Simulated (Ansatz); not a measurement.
SrTiO3 (I4/mcm) from a database of computed structures: a relaxation of cell and atoms in the PAW code Ansatz (r2SCAN). It starts from the PBE minimum.

input.yaml:
```yaml
crystal:
  lattice:
    - [-2.777684007, 2.777684007, 3.9463272195]
    - [2.777684007, -2.777684007, 3.9463272195]
    - [2.777684007, 2.777684007, -3.9463272195]
  atoms:
    - { symbol: Sr, position: [0.75, 0.25, 0.5] }
    - { symbol: Sr, position: [0.25, 0.75, 0.5] }
    - { symbol: Ti, position: [0.0, 0.0, 0.0] }
    - { symbol: Ti, position: [0.5, 0.5, 0.0] }
    - { symbol: O, position: [0.7717207918, 0.2717207918, 0.0434415835] }
    - { symbol: O, position: [0.2717207918, 0.2282792082, 0.5] }
    - { symbol: O, position: [0.7282792082, 0.7717207918, 0.5] }
    - { symbol: O, position: [0.2282792082, 0.7282792082, 0.9565584165] }
    - { symbol: O, position: [0.75, 0.75, 0.0] }
    - { symbol: O, position: [0.25, 0.25, 0.0] }
kpoints:
  mp_grid: { grid: [6, 6, 6] }
hamiltonian:
  xc: r2scan
scf:
  occupations: { method: fermi_dirac, width: 0.02 }
relax:
  f_tol: 0.005
  cell: {}
```

Run as `ansatz run input.yaml --threads 2 --pin off --max-ram 29491MiB --backend cpu --events-out ev --progress --plain --runs-dir out`.

Question: It ran on 2 threads of AMD EPYC 7R13 Processor (Zen 3), with other jobs on the host, load about 1.4 per core. About how long did it take, and how much host memory at the peak?

Answer: About 51 s, with a peak of 0.95 GiB.

What the program printed (shortened):
```
Functional definition: r2SCAN
Crystal: 10 atoms, lattice volume = 121.792 Å³
Basis set: ecut = 500 eV, 3119 PW (Γ)
Bands: 50, of which v1, the nominal top of the filled ones, is band 40 counted from 1 (39 counted from 0)
Symmetry: 16 space group operations
Space group: I4/mcm (ITA 140)
k-points: 30 of 216
preconditioner: auto → Resta (q_TF=auto, 2.544 Å⁻¹)  ε∞=5.0  [insulator: Δε(μ)=2.778 eV  σ=0.020 eV  ℏωp=26.1 eV]
relax step 1: F+E_penalty+E_count = -15549.41387431 eV  max|allowed force component| = 2.568e-2 eV/Å  Δτ_max = 0.0000 Å  P = -4.052 GPa  Ω = 121.792 Å³
relax step 2: F+E_penalty+E_count = -15549.44990506 eV  max|allowed force component| = 1.717e-2 eV/Å  Δτ_max = 0.0013 Å  P = -0.094 GPa  Ω = 119.138 Å³
relax step 3: F+E_penalty+E_count = -15549.45032949 eV  max|allowed force component| = 1.439e-2 eV/Å  Δτ_max = 0.0044 Å  P = -0.003 GPa  Ω = 119.090 Å³
relax step 4: F+E_penalty+E_count = -15549.45151019 eV  max|allowed force component| = 3.287e-3 eV/Å  Δτ_max = 0.0247 Å  P = +0.052 GPa  Ω = 119.104 Å³
relax step 5: F+E_penalty+E_count = -15549.45162437 eV  max|allowed force component| = 6.497e-4 eV/Å  Δτ_max = 0.0101 Å  P = -0.000 GPa  Ω = 119.155 Å³
relax step 6: F+E_penalty+E_count = -15549.45039106 eV  max|allowed force component| = 6.788e-4 eV/Å  Δτ_max = 0.0000 Å  P = +0.007 GPa  Ω = 119.155 Å³  (SCF on a basis re-selected at this cell)
Free energy (F): -15549.450391 eV
Fermi energy:    10.755822 eV
--- Forces (eV/Å), atoms counted from 1 ---
  atom   1  Sr      0.00000      0.00000      0.00000
  atom   2  Sr      0.00000      0.00000      0.00000
  atom   3  Ti      0.00000      0.00000      0.00000
  atom   4  Ti      0.00000      0.00000      0.00000
  atom   5  O     -0.00068    -0.00068      0.00000
  atom   6  O       0.00068    -0.00068      0.00000
  atom   7  O     -0.00068      0.00068      0.00000
  atom   8  O       0.00068      0.00068      0.00000
  atom   9  O       0.00000      0.00000      0.00000
  atom  10  O       0.00000      0.00000      0.00000
--- Stress (GPa, compression-positive) ---
        0.007335       0.000000       0.000000
        0.000000       0.007335       0.000000
        0.000000       0.000000       0.004977
  P = ⅓ Tr σ = 0.0065 GPa (0.065 kbar)
--- Relaxed structure (5 steps of the walk, 5 accepted, 1 SCFs on fresh bases) ---
  F+E_penalty+E_count = -15549.45039106 eV   max|allowed force component| = 6.788e-4 eV/Å
  cell:  # Å, volume = 119.1548 Å³
    - [-2.758905, 2.758905, 3.913614]
    - [2.758905, -2.758905, 3.913614]
    - [2.758905, 2.758905, -3.913614]
  atoms:
    - { symbol: Sr, position: [0.750000, 0.250000, 0.500000] }
    - { symbol: Sr, position: [0.250000, 0.750000, 0.500000] }
    - { symbol: Ti, position: [0.000000, 0.000000, 0.000000] }
    - { symbol: Ti, position: [0.500000, 0.500000, 0.000000] }
    - { symbol: O, position: [0.766901, 0.266901, 0.033802] }
    - { symbol: O, position: [0.266901, 0.233099, 0.500000] }
    - { symbol: O, position: [0.733099, 0.766901, 0.500000] }
    - { symbol: O, position: [0.233099, 0.733099, 0.966198] }
    - { symbol: O, position: [0.750000, 0.750000, 0.000000] }
    - { symbol: O, position: [0.250000, 0.250000, 0.000000] }
```

The walk took 5 steps and changed the volume by -2.2 %. The last SCF, on a fresh basis, lies 3.7 meV an atom below the first. At the end: the symmetry is I4/mcm (No. 140, tetragonal); a = 5.518 Å, c = 7.827 Å in the conventional setting, 11.92 Å³ an atom. Around Sr lie 12 O at 2.67–2.86 Å; around Ti lie 6 O at 1.96 Å; around O lie 2 Ti at 1.96 Å and 4 Sr at 2.67–2.86 Å; around O lie 2 Ti at 1.96 Å and 4 Sr at 2.76 Å.

Calculated for a static, non-magnetic cell.
